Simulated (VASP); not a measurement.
# PbSe (Clausthalite) (Fm-3m) in VASP: a series of runs, part 3 of 3

VASP 6.6.1. Earlier steps stand in the parts before.

### 4 Relaxation of cell and atoms, optB88-vdW

INCAR

```
  AGGAC = 0.0
  ALGO = Fast
  EDIFF = 1E-7
  EDIFFG = -0.005
  ENCUT = 600
  GGA = BO
  IBRION = 2
  ISIF = 3
  ISMEAR = -1
  LASPH = True
  LCHARG = False
  LREAL = False
  LUSE_VDW = True
  LWAVE = False
  NELM = 100
  NSW = 40
  PARAM1 = 0.1833333333
  PARAM2 = 0.22
  PREC = Accurate
  SIGMA = 0.05
```

KPOINTS

```
k-points
0
Gamma
  8 8 8
```

POSCAR

```
PbSe
1.0
    0.0000000000      3.0606500000      3.0606500000
    3.0606500000      0.0000000000      3.0606500000
    3.0606500000      3.0606500000      0.0000000000
Pb Se
1 1
Direct
    0.0000000000      0.0000000000      0.0000000000
    0.5000000000      0.5000000000      0.5000000000
```

Potentials or basis: VASP PAW PBE potentials, release 64 (Pb_d, Se).

Command:

```bash
cat potpaw_PBE.64/Pb_d/POTCAR potpaw_PBE.64/Se/POTCAR > POTCAR
mpirun -np 1 vasp_std > vasp.out
```

OUTCAR:

```text
EDIFF = 1E-7
   EDIFFG = -0.005
   ENCUT = 600
   GGA = BO
   IBRION = 2
   ISIF = 3
   ISMEAR = -1
   LASPH = True
   LREAL = False
   NELM = 100
   NSW = 40
   PREC = Accurate

 ion  position               nearest neighbor table
   1  0.000  0.000  0.000-   2 3.06   2 3.06   2 3.06   2 3.06   2 3.06   2 3.06
   2  0.500  0.500  0.500-   1 3.06   1 3.06   1 3.06   1 3.06   1 3.06   1 3.06

  LATTYP: Found a face centered cubic cell.
 ALAT       =     6.1213000000

  Lattice vectors:

 A1 = (   0.0000000000,   3.0606500000,   3.0606500000)
 A2 = (   3.0606500000,   0.0000000000,   3.0606500000)
 A3 = (   3.0606500000,   3.0606500000,   0.0000000000)

Analysis of symmetry for initial positions (statically):
=====================================================================
 Subroutine PRICEL returns:
 Original cell was already a primitive cell.

 Routine SETGRP: Setting up the symmetry group for a
 face centered cubic supercell.

 Subroutine GETGRP returns: Found 48 space group operations
 (whereof 48 operations were pure point group operations)
 out of a pool of 48 trial point group operations.

The static configuration has the point symmetry O_h .

Analysis of symmetry for dynamics (positions and initial velocities):
=====================================================================
 Subroutine PRICEL returns:
 Original cell was already a primitive cell.

 Routine SETGRP: Setting up the symmetry group for a
 face centered cubic supercell.

 Subroutine GETGRP returns: Found 48 space group operations
 (whereof 48 operations were pure point group operations)
 out of a pool of 48 trial point group operations.

The dynamic configuration has the point symmetry O_h .

 Subroutine INISYM returns: Found 48 space group operations
 (whereof 48 operations are pure point group operations),
 and found     1 'primitive' translations

----------------------------------------------------------------------------------------

                                     Primitive cell

  volume of cell :      57.3418

  direct lattice vectors                    reciprocal lattice vectors
     0.000000000  3.060650000  3.060650000    -0.163363991  0.163363991  0.163363991
     3.060650000  0.000000000  3.060650000     0.163363991 -0.163363991  0.163363991
[... 103 lines left out ...]
   IMIX   =      4    mixing-type and parameters
     AMIX     =   0.40;   BMIX     =  1.00
     AMIX_MAG =   1.60;   BMIX_MAG =  1.00
  volume/ion in A,a.u.               =      28.67       193.48
  Fermi-wavevector in a.u.,A,eV,Ry     =   1.152377  2.177676 18.068159  1.327972
  Thomas-Fermi vector in A             =   2.289028
   LORBIT       =      0    0 simple, 1 ext, 2 COOP (PROOUT), +10 PAW based schemes
   GGA     = BO    functional components
   LHFCALC =     F    Hartree Fock is set to
   AEXX    =    0.0000 exact exchange contribution
   IVDW_NL    =     1    kernel type
   BPARAM     = 6.3000
   IVDW    =     0    specifies the selected vdW correction
   LEPSILON=     F    determine dielectric tensor
   LRPA    =     F    only Hartree local field effects (RPA)
 conjugate gradient relaxation of ions
 non-spin polarized calculation
 RMM-DIIS sequential band-by-band and
  energy-cutoff  :      600.00
  volume of cell :       57.34
 maximum number of plane-waves:      1930
   NGX = 17   NGY = 17   NGZ = 17

--------------------------------------- Ionic step        1  -------------------------------------------

 number of electron      20.0000001 magnetization

 Free energy of the ion-electron system (eV)
  ---------------------------------------------------
  ext. energy  EPLUGINS =         0.00000000
  ---------------------------------------------------
  free energy    TOTEN  =        -3.39015012 eV

  energy without entropy =       -3.38990270  energy(sigma->0) =       -3.39002641

 E-fermi :   5.0675     XC(G=0):  -9.5728

 val. band max:        4.9043780544   @ k =   0.5000   0.0000   0.0000
 cond. band min:       5.2305170383   @ k =   0.5000   0.0000   0.0000
 fundamental gap:      0.3261389839
 Fermi energy:         5.0674798480

 k-point     1 :       0.0000    0.0000    0.0000
  band No.  band energies     occupation
      1     -11.9088      2.00000
      2     -11.9088      2.00000
      3     -11.9088      2.00000
      4     -11.9073      2.00000
      5     -11.9073      2.00000
      6      -8.6759      2.00000
      7      -1.4957      2.00000
      8       3.0739      2.00000
      9       3.0739      2.00000
     10       3.0739      2.00000
     11       9.5444      0.00000
     12       9.5444      0.00000
     13       9.5444      0.00000
     14      11.5518      0.00000
[... 466 lines left out ...]
--------------------------------------- Ionic step        3  -------------------------------------------

 number of electron      20.0000002 magnetization

 Free energy of the ion-electron system (eV)
  ---------------------------------------------------
  ext. energy  EPLUGINS =         0.00000000
  ---------------------------------------------------
  free energy    TOTEN  =        -3.40481740 eV

  energy without entropy =       -3.40471469  energy(sigma->0) =       -3.40476605

 E-fermi :   4.6204     XC(G=0):  -9.3997

 val. band max:        4.4002029610   @ k =   0.5000   0.0000   0.0000
 cond. band min:       4.8404654192   @ k =   0.5000   0.0000   0.0000
 fundamental gap:      0.4402624582
 Fermi energy:         4.6204271250

 k-point     1 :       0.0000    0.0000    0.0000
  band No.  band energies     occupation
      1     -12.3244      2.00000
      2     -12.3244      2.00000
      3     -12.3244      2.00000
      4     -12.3212      2.00000
      5     -12.3212      2.00000
      6      -8.8325      2.00000
      7      -2.0340      2.00000
      8       2.7697      2.00000
      9       2.7697      2.00000
     10       2.7697      2.00000
     11       8.9769      0.00000
     12       8.9769      0.00000
     13       8.9769      0.00000
     14      11.1516      0.00000
[... 424 lines left out ...]
  energy  without entropy=       -3.4047146897  energy(sigma->0) =       -3.40476605

Total vdW correction in eV:      3.5685280

 reached required accuracy - stopping structural energy minimisation
```

It took 5.1 min on 1 thread of AMD EPYC 7R13 (Zen 3), shared host; peak memory 0.45 GiB.

Results:

```
Free energy                            : -3.4048 eV
Relaxed volume                         : 29.82 Å³/atom
Relaxed cell                           : a = 4.385 Å, b = 4.385 Å, c = 4.385 Å, α = 60.00°, β = 60.00°, γ = 60.00°
Space group after relaxing (to 0.05 Å) : Fm-3m (No. 225)
Energy gained by relaxing              : 7.3 meV/atom
Ionic steps                            : 3
Pressure after relaxing                : 0.0 GPa
Band gap on the k mesh                 : 0.44 eV, direct
```

The path:
| step | energy change (eV) | largest force (eV/Å) | pressure (GPa) | volume (Å³) |
| --- | --- | --- | --- | --- |
| 1 | 0.0000 | 0.0000 | 2.13 | 57.34 |
| 2 | -0.0125 | 0.0000 | -0.74 | 60.56 |
| 3 | -0.0147 | 0.0000 | 0.00 | 59.63 |

Final structure:
```
CELL_PARAMETERS angstrom
0.00000 3.10086 3.10086
3.10086 0.00000 3.10086
3.10086 3.10086 0.00000
ATOMIC_POSITIONS crystal
Pb 0.00000 0.00000 0.00000
Se 0.50000 0.50000 0.50000
```

Caveat: the PAW data sets were made with another functional, which shifts forces and pressure a little; spin-orbit coupling is left out, which as a rule narrows the gap of such compounds by several tenths of an eV.

### 5 Relaxation of cell and atoms, BEEF-vdW

INCAR

```
  ALGO = Normal
  EDIFF = 1E-7
  EDIFFG = -0.01
  ENCUT = 600
  GGA = BF
  IBRION = 2
  ISIF = 3
  ISMEAR = -1
  LASPH = True
  LCHARG = False
  LREAL = False
  LUSE_VDW = True
  LWAVE = False
  NELM = 100
  NSW = 40
  PREC = Accurate
  SIGMA = 0.05
  ZAB_VDW = -1.8867
```

KPOINTS is that of step 4.

POSCAR is that of step 4.

Command:

```bash
cat potpaw_PBE.64/Pb_d/POTCAR potpaw_PBE.64/Se/POTCAR > POTCAR
mpirun -np 1 vasp_std > vasp.out
```

Wall time 4.9 min (1 thread of AMD EPYC 7R13 (Zen 3), shared host); peak memory 0.45 GiB.

Results (log left out):

| Quantity | Value |
| --- | --- |
| Free energy | -3.3858 eV |
| Relaxed volume | 30.90 Å³/atom |
| Relaxed cell | a = 4.438 Å, b = 4.438 Å, c = 4.438 Å, α = 60.00°, β = 60.00°, γ = 60.00° |
| Space group after relaxing (to 0.05 Å) | Fm-3m (No. 225) |
| Energy gained by relaxing | 25.5 meV/atom |
| Ionic steps | 3 |
| Pressure after relaxing | 0.0 GPa |
| Band gap on the k mesh | 0.61 eV, direct |

Step by step:
```csv
step,energy change (eV),largest force (eV/Å),pressure (GPa),volume (Å³)
1,0.0000,0.0000,3.92,57.34
2,-0.0460,0.0000,-1.03,63.36
3,-0.0511,0.0000,0.01,61.80
```

Final structure:
```
Pb Se
1.0
     0.00000    3.13798    3.13798
     3.13798    0.00000    3.13798
     3.13798    3.13798    0.00000
Pb Se
1 1
Direct
  0.00000 0.00000 0.00000
  0.50000 0.50000 0.50000
```

Levels at points of the mesh, in eV from the valence-band top:
| k point | band 7 | band 8 | band 9 | band 10 | band 11 | band 12 | band 13 | band 14 |
| --- | --- | --- | --- | --- | --- | --- | --- | --- |
| (0.00, 0.00, 0.00) | -6.39 | -1.48 | -1.48 | -1.48 | 4.58 | 4.58 | 4.58 | 6.85 |
| (0.50, 0.00, 0.00) | -8.34 | -1.13 | -1.13 | 0.00 | 0.61 | 1.94 | 1.94 | 8.69 |
| (0.50, 0.50, 0.00) | -7.22 | -4.25 | -2.69 | -2.69 | 4.23 | 5.35 | 5.35 | 5.77 |

Caveat: the PAW data sets were made with another functional, which shifts forces and pressure a little; spin-orbit coupling is left out, which as a rule narrows the gap of such compounds by several tenths of an eV.

### 6 Single point, HSE06, spin-orbit coupling, no magnetisation

POSCAR is that of step 5.

INCAR.step1

```
PREC = Accurate
ENCUT = 520
EDIFF = 1E-5
ISMEAR = 0
SIGMA = 0.02
LREAL = False
LASPH = True
NELM = 80
ALGO = Normal
ISIF = 2
LWAVE = True
LNONCOLLINEAR = True
MAGMOM = 0 0 0 0 0 0
LORBIT = 11
LSORBIT = True
GGA_COMPAT = False
NBANDS = 32
GGA = PE
KPAR = 4
```

INCAR.step2

```
PREC = Accurate
ENCUT = 520
EDIFF = 1E-6
ISMEAR = 0
SIGMA = 0.02
LREAL = False
LASPH = True
NELM = 80
ALGO = Normal
ISIF = 2
LWAVE = False
LCHARG = True
LNONCOLLINEAR = True
MAGMOM = 0 0 0 0 0 0
LORBIT = 11
LSORBIT = True
GGA_COMPAT = False
GGA = PE
LHFCALC = True
HFSCREEN = 0.2
PRECFOCK = Fast
LVHAR = True
NBANDS = 32
ISTART = 1
KPAR = 4
```

KPOINTS

```
Automatic mesh
0
Gamma
  6 6 6
```

Potentials or basis: VASP PAW PBE potentials, release 64 (Pb_d, Se).

Command:

```bash
cat potpaw_PBE.64/Pb_d/POTCAR potpaw_PBE.64/Se/POTCAR > POTCAR
cp INCAR.step1 INCAR
mpirun -np 4 vasp_ncl > vasp.out
cp INCAR.step2 INCAR
mpirun -np 4 vasp_ncl > vasp.out
```

Run time: 26 min. Hardware: 4 MPI ranks of Intel Xeon Platinum 8559C (Emerald Rapids), shared host; peak memory 0.44 GiB.

It converged, with:

```
Free energy                                           : -10.1442 eV
Pressure                                              : 1.0 GPa
Valence electrons inside the program's atomic spheres : Pb 11.87; Se 3.87
```

Caveat: the PAW data sets were made with another functional, which shifts forces and pressure a little.

### 7 The runs side by side

```tsv
task	level	spin	cell	k mesh	cutoff (eV)	smearing	ladder	grid for exact exchange (PRECFOCK)	screening parameter	gap on the mesh (eV)	pressure (GPa)	relaxed volume (Å³/atom)
relaxation of cell and atoms	vdW-DF	off	relaxed	8 × 8 × 8	600	fermi-dirac 0.05 eV	-	-	-	0.71	0.0	31.71
relaxation of cell and atoms	optPBE-vdW	off	relaxed	8 × 8 × 8	600	fermi-dirac 0.05 eV	-	-	-	0.54	0.0	30.44
relaxation of cell and atoms	optB88-vdW	off	relaxed	8 × 8 × 8	600	fermi-dirac 0.05 eV	-	-	-	0.44	0.0	29.82
relaxation of cell and atoms	BEEF-vdW	off	relaxed	8 × 8 × 8	600	fermi-dirac 0.05 eV	-	-	-	0.61	0.0	30.90
single point	HSE06	SOC, no magnetisation	as given	6 × 6 × 6	520	gaussian 0.02 eV	gaps	Fast	0.2 1/A	-	1.0	-
```

Alike in all rows: potentials or basis VASP PAW PBE potentials, release 64 (Pb_d, Se).

Caveats: the PAW data sets were made with another functional, which shifts forces and pressure a little; spin-orbit coupling is left out, which as a rule narrows the gap of such compounds by several tenths of an eV (some runs); the volume moved by +11 % from the deposited cell, more than functionals usually miss (some runs).

Absolute energies hang on the potentials; compare differences alone.

### 8 Comparison with measurements

Step 2. The cell as given is a measured one (28.67 Å³/atom); vdW-DF puts the equilibrium volume +10.6 % from it, thermal expansion not counted.

Step 3. The cell as given is a measured one (28.67 Å³/atom); optPBE-vdW puts the equilibrium volume +6.2 % from it, thermal expansion not counted.

Step 4. The cell as given is a measured one (28.67 Å³/atom); optB88-vdW puts the equilibrium volume +4.0 % from it, thermal expansion not counted.

Step 5. The cell as given is a measured one (28.67 Å³/atom); BEEF-vdW puts the equilibrium volume +7.8 % from it, thermal expansion not counted.
